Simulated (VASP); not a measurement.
Write the native input for VASP 6.6.1 that does the following.

| Item | Value |
| --- | --- |
| Task | single point |
| Functional | PBEsol |
| Potentials or basis | VASP PAW PBE potentials, release 64 (C, O) |
| Cutoff | 520 eV |
| k mesh | 2 × 2 × 1 |
| Occupations | fermi-dirac, width 0.05 eV |
| Spin | collinear spin, typed start |
| Starting moments | [0.0, 0.0, 0.0, 0.0, 0.0, 0.0, 0.0, 0.0, 0.0, 0.0, 0.0, 0.0, 0.0, 0.0, 0.0, 0.0, 0.0, 0.0, 1.0] μB |
| Dipole correction | no |
| Further INCAR settings | LREAL = Auto; ALGO = Fast; EDIFF = 1e-07; NBANDS = 58 |

The structure of C18O lies in POSCAR:

```
C18O
1.0
    7.3980000000      0.0000000000      0.0000000000
   -3.6990000000      6.4068560000      0.0000000000
    0.0000000000      0.0000000000     11.0000000000
C O
18 1
Direct
   -0.0000339562      0.0036742800      0.0894933905
    0.2229415074      0.1146006280      0.0853495335
    0.0009796035      0.3355154918      0.0831829958
    0.2209576750      0.4457775529      0.0831896702
   -0.0010206021      0.6666879864      0.0853523298
    0.2218811013      0.7775723846      0.0894035901
    0.3349588623      0.0037095566      0.0893778378
    0.5524368864      0.1154821854      0.0911334460
    0.3328886230      0.3344915823      0.0839356520
    0.5560537675      0.4457432418      0.0832545299
    0.3276206228      0.6658085507      0.0911786340
    0.5524089991      0.7735706010      0.1142707844
    0.6694905438      0.0077124825      0.1142412159
    0.8942921286      0.1154776619      0.0911849103
    0.6657726622      0.3354777542      0.0831637186
    0.8890490477      0.4468089878      0.0839272555
    0.6694265222      0.6658080029      0.0912307849
    0.8869400316      0.7776021745      0.0894754288
    0.6110293738      0.8906880950      0.2267453919
```

The cell was built by a generator and needn't be a form met in nature.

One way to write it, as run:

INCAR

```
PREC = Accurate
ENCUT = 520
EDIFF = 1E-7
ISMEAR = -1
SIGMA = 0.05
LREAL = Auto
LASPH = True
NELM = 150
ALGO = Fast
ISIF = 2
LWAVE = False
LCHARG = False
ISPIN = 2
MAGMOM = 0 0 0 0 0 0 0 0 0 0 0 0 0 0 0 0 0 0 1
LORBIT = 11
GGA = PS
NBANDS = 58
```

KPOINTS

```
regular mesh
0
Gamma
  2 2 1
```

Potentials or basis: VASP PAW PBE potentials, release 64 (C, O).

The run is started by

```sh
$ cat potpaw_PBE.64/C/POTCAR potpaw_PBE.64/O/POTCAR > POTCAR
$ mpirun -np 1 vasp_std > vasp.out
```

Results of the run:

| Item | Value |
| --- | --- |
| Largest force | 0.349 eV/Å |
| Band gap on the k mesh | 0.20 eV, direct |
| Net moment | 0.00 μB per cell |
| Valence electrons inside the program's atomic spheres | C 2.64, 2.65, 2.58; O 5.03 |

Caveat: the k mesh is coarse (spacing up to 0.49 Å⁻¹), so the values aren't converged; the PAW data sets were made with another functional, which shifts forces and pressure a little.

Wall time 6.1 min on 1 thread of Intel(R) Xeon(R) 6975P-C (Granite Rapids), on a shared host, peak memory 0.82 GiB.
